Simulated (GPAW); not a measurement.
# Co (P6_3/mmc) in GPAW: single point with PBE

Aim: the single point of Co with PBE.

All numbers are computed with GPAW 26.7.0; they aren't measurements. Logs are shortened: lines on timing, memory, paths and dates and some standing lists are left out, and cuts for length are marked. The log counts tension as positive stress, the text compression.

## Step 1: Starting point

The structure is hexagonal, space group P6_3/mmc (No. 194). The conventional cell has a = 2.472 Å, b = 2.472 Å, c = 4.021 Å, α = 90.00°, β = 90.00°, γ = 120.00°. Co (site symmetry -6m2) has 12 Co at 2.47 Å as nearest neighbours.

## Step 2: Single point, PBE, collinear spin, ferromagnetic start

Input file POSCAR:

```
Co
1.0
    2.4719999032      0.0000000000      0.0000000000
   -1.2359999516      2.1408147143      0.0000000000
    0.0000000000      0.0000000000      4.0211440800
Co
2
Direct
    0.6666666667      0.3333333333      0.7500000000
    0.3333333333      0.6666666667      0.2500000000
```

Potentials or basis: GPAW PAW data sets (gpaw-data 1.2.1), pw.

Run with:

```
OMP_NUM_THREADS=1 gpaw run POSCAR -p 'mode=PW(600),xc=PBE,kpts={size:(12,12,7),gamma:True},occupations={name:fermi-dirac,width:0.05},nbands=21,convergence={density:1e-05,energy:1e-05},maxiter=150,txt=gpaw.txt' --properties efsMm -w gs.gpw --modify 'atoms.set_initial_magnetic_moments([2.0, 2.0])'
```

What it wrote:

```text
__  _  _
 | _ |_)|_||  |
 |__||  | ||/\| - 26.7.0

Input parameters:
  mode=PW(ecut=600.0),
  convergence={'density': 1e-05, 'energy': 1e-05},
  kpts=MonkhorstPack(size=[12, 12, 7], gamma=True),
  maxiter=150,
  nbands=21,
  occupations=Occupations(name='fermi-dirac', width=0.05),
  xc=XC(name='PBE')

Diagonalizing LCAO Hamiltonian
Converting LCAO to pw mode

          Co

        Co

Atoms  # Å, Bohr magnetons
|   | symbol |         x |        y |        z |    initial magnetic moments |
|---|--------|-----------|----------|----------|-----------------------------|
| 0 |     Co |  1.236000 | 0.713605 | 3.015858 | ( 0.0000,  0.0000,  2.0000) |
| 1 |     Co | -0.000000 | 1.427210 | 1.005286 | ( 0.0000,  0.0000,  2.0000) |

Unit cell  # Å
| periodic |         x |        y |        z |  lengths |     angles |
|----------|-----------|----------|----------|----------|------------|
|      yes |  2.472000 | 0.000000 | 0.000000 | 2.472000 |  90.000000 |
|      yes | -1.236000 | 2.140815 | 0.000000 | 2.472000 |  90.000000 |
|      yes |  0.000000 | 0.000000 | 4.021144 | 4.021144 | 120.000000 |

Number of symmetries: 12
Symmetry operations  # r_c * U_cc + t_c -> r_c
|    | kind |            matrix            |
|----|------|------------------------------|
|  0 |  σ   |  1, 1, 0,  0,-1, 0,  0, 0, 1 |
|  1 |  S6  |  1, 1, 0, -1, 0, 0,  0, 0,-1 |
|  2 |  E   |  1, 0, 0,  0, 1, 0,  0, 0, 1 |
|  3 |  C2  |  1, 0, 0, -1,-1, 0,  0, 0,-1 |
|  4 |  C2  |  0, 1, 0,  1, 0, 0,  0, 0,-1 |
|  5 |  C3  |  0, 1, 0, -1,-1, 0,  0, 0, 1 |
|  6 |  S6  |  0,-1, 0,  1, 1, 0,  0, 0,-1 |
|  7 |  σ   |  0,-1, 0, -1, 0, 0,  0, 0, 1 |
|  8 |  σ   | -1, 0, 0,  1, 1, 0,  0, 0, 1 |
|  9 |  i   | -1, 0, 0,  0,-1, 0,  0, 0,-1 |
| 10 |  C3  | -1,-1, 0,  1, 0, 0,  0, 0, 1 |
| 11 |  C2  | -1,-1, 0,  0, 1, 0,  0, 0,-1 |

BZ-sampling:
  Number of BZ points: 1008
  Number of IBZ points: 112

  Monkhorst-Pack size: [12, 12, 7]
  Monkhorst-Pack shift: [0.041666666666666664, 0.041666666666666664, 0.0]

K-points  # in reciprocal-cell coordinates
|     |                                coordinates |     weight |
|-----|--------------------------------------------|------------|
|   0 | ( -0.00000000,  -0.00000000,   0.00000000) | 0.00099206 |
|   1 | ( -0.00000000,  -0.00000000,   0.14285714) | 0.00198413 |
|   2 | ( -0.00000000,  -0.00000000,   0.28571429) | 0.00198413 |
|   3 | ( -0.00000000,  -0.00000000,   0.42857143) | 0.00198413 |
|   4 | (  0.08333333,  -0.00000000,  -0.42857143) | 0.00595238 |
|   5 | (  0.08333333,  -0.00000000,  -0.28571429) | 0.00595238 |
|   6 | (  0.08333333,  -0.00000000,  -0.14285714) | 0.00595238 |
|   7 | (  0.08333333,  -0.00000000,   0.00000000) | 0.00595238 |
|   8 | (  0.08333333,  -0.00000000,   0.14285714) | 0.00595238 |
|   9 | (  0.08333333,  -0.00000000,   0.28571429) | 0.00595238 |
| ... |                                            |            |
| 111 | (  0.50000000,   0.50000000,   0.42857143) | 0.00595238 |

Plane wave coefficients: 744
Cutoff: 600.0 eV

Spin-components: 2 (collinear spins)
Bands:           21
Projectors:      12
Spin-degeneracy: 1
Datatype:        complex128

Density:
  Valence electrons: 18.0
  Components: 2
  Grid points: [14 14 24]
  Charge: 0.0  # |e|

Potential:
  Grid points: [14 14 24]

species:
  Co:
    name:    Cobalt
    Z:       27.0
    valence: 9
    core:    18
    charge:  0.0  # [|e|]
    compensation charges:
      type: gauss
      rc: 0.32  # [Å]
      lmax: 2
    cutoffs:
      filter: 1.87  # [Å]
      core: 2.55  # [Å]
    projectors
    | kind |    occ | energy [eV] | rcut [Å] |
    |------|--------|-------------|----------|
    |   4s |  2.000 |      -5.469 |    1.005 |
    |   4p |  0.000 |      -1.277 |    1.058 |
    |   3d |  7.000 |      -8.205 |    1.005 |
    |    s |        |      21.742 |    1.005 |
    |    p |        |      25.934 |    1.058 |
    |    d |        |      19.007 |    1.005 |

    Using partial waves for Co as LCAO basis

Reference energy: -75805.419811  # eV

eigensolver:
  PPCG
  Converge bands: occupied
  niter=2

density mixing:
  MSR1-Mixer
  Pratt-step length: 0.05
  Maximum mixing coefficient: 0.75
  Old densities: 10
  SVD Regularization: 0.005
  Good broyden scale: 1.0
  Trust region scale: 1.0
  Backstep threshold: 4.0
  History deletion threshold: 6.0
  Fourier metric: weight=20.0, sigma=0.015

occupation numbers:
  Fermi-Dirac:
    width: 0.0500  # eV

poisson solver:
  ecut: 4800.0  # eV

xc functional:
  name: PBE with 2 nearest neighbor stencil

convergence criteria:
- Maximum integral of absolute [dens]ity change: 1e-05 electrons / valence electron
- Maximum [total energy] change in last 3 cyles: 1e-05 eV / valence electron
- Maximum integral of absolute [eigenst]ate change: 4e-08 eV^2 / valence electron
maximum number of iterations: 150

SCF iterations
|iter     | |      energy | eigst |  dens |  magmom |
|---------|-|-------------|-------|-------|---------|
|iter:   1| |  -16.459063 | +0.28 |       |  +4.0063|
|iter:   2| |  -16.450931 | -2.14 | -1.18 |  +3.9730|
|iter:   3| |  -16.480852 | -2.71 | -1.23 |  +3.7067|
|iter:   4| |  -16.511826 | -3.71 | -1.49 |  +3.5417|
|iter:   5| |  -16.537254 | -3.40 | -1.67 |  +3.2705|
|iter:   6| |  -16.538592 | -4.64 | -2.32 |  +3.2165|
|iter:   7| |  -16.538843 | -4.98 | -2.71 |  +3.1969|
|iter:   8| |  -16.538859 | -6.72 | -3.26 |  +3.2047|
|iter:   9| |  -16.538863c| -7.53c| -3.77 |  +3.2071|
|iter:  10| |  -16.538863c| -8.25c| -4.31 |  +3.2074|
|iter:  11| |  -16.538863c| -7.89c| -4.79 |  +3.2075|
|iter:  12| |  -16.538863c| -8.97c| -5.61c|  +3.2075|

Converged in 12 steps
Energy contributions relative to reference atoms: (reference = -75805.419811)

Energy contributions:
  Kinetic:          21.317736
  Coulomb:         -17.434749
  Zero:             -0.087588
  External:          0.000000
  Xc:              -20.326398
  Entropy:          -0.015727
  Spinorbit:         0.000000
  ----------------------------
  Free energy:     -16.546726
  Extrapolated:    -16.538863

dipole moment: (-0.000001, -0.000002, -0.000003)  # |e|*Ang

Total magnetic moment: (0.000000, 0.000000, 3.207502)

Local magnetic moments
|        x |        y |        z |
|----------|----------|----------|
| 0.000000 | 0.000000 | 1.677719 |  # Co   0
| 0.000000 | 0.000000 | 1.677719 |  # Co   1

Fermi level: 10.934
Eigenvalues  # (at kpt = [-0.000, -0.000, 0.000])
| band index |      eig [eV] | occ [0-1] |      eig [eV] | occ [0-1] |
|------------|---------------|-----------|---------------|-----------|
|          0 |         1.773 |     1.000 |         1.761 |     1.000 |
|        ... |               |           |               |           |
|          3 |         8.311 |     1.000 |         9.950 |     1.000 |
|          4 |         8.311 |     1.000 |         9.950 |     1.000 |
|          5 |         8.631 |     1.000 |        10.324 |     1.000 |
|          6 |         8.631 |     1.000 |        10.324 |     1.000 |
|          7 |         9.015 |     1.000 |        10.571 |     0.999 |
|          8 |         9.015 |     1.000 |        10.789 |     0.947 |
[... 8 lines left out ...]
|         17 |        36.640 |     0.000 |        36.353 |     0.000 |
|         18 |        37.022 |     0.000 |        37.355 |     0.000 |
|        ... |               |           |               |           |
|         20 |        40.771 |     0.000 |        41.773 |     0.000 |

No gap
No difference between direct/indirect transitions

Forces  # eV/Ang
|        x |        y |        z |
|----------|----------|----------|
| -0.00000 |  0.00000 |  0.00002 |  # Co   0
|  0.00000 | -0.00000 | -0.00002 |  # Co   1

Stress tensor  # eV/Ang^3
|         x |         y |         z |
|-----------|-----------|-----------|
| -0.035787 |  0.000000 |  0.000000 |
|  0.000000 | -0.035787 |  0.000000 |
|  0.000000 |  0.000000 | -0.018447 |

# Writing to gs.gpw (mode='')
```

Wall time 55 s (1 thread of Arm Neoverse V2, shared host); peak memory 0.2 GiB.

Results:

| Property | Result |
| --- | --- |
| Free energy | -16.5467 eV |
| Pressure | 4.8 GPa |
| Band gap on the k mesh | none (metal or under the smearing width) |
| Net moment | 3.21 μB per cell |
| Site moments | Co +1.68 μB |
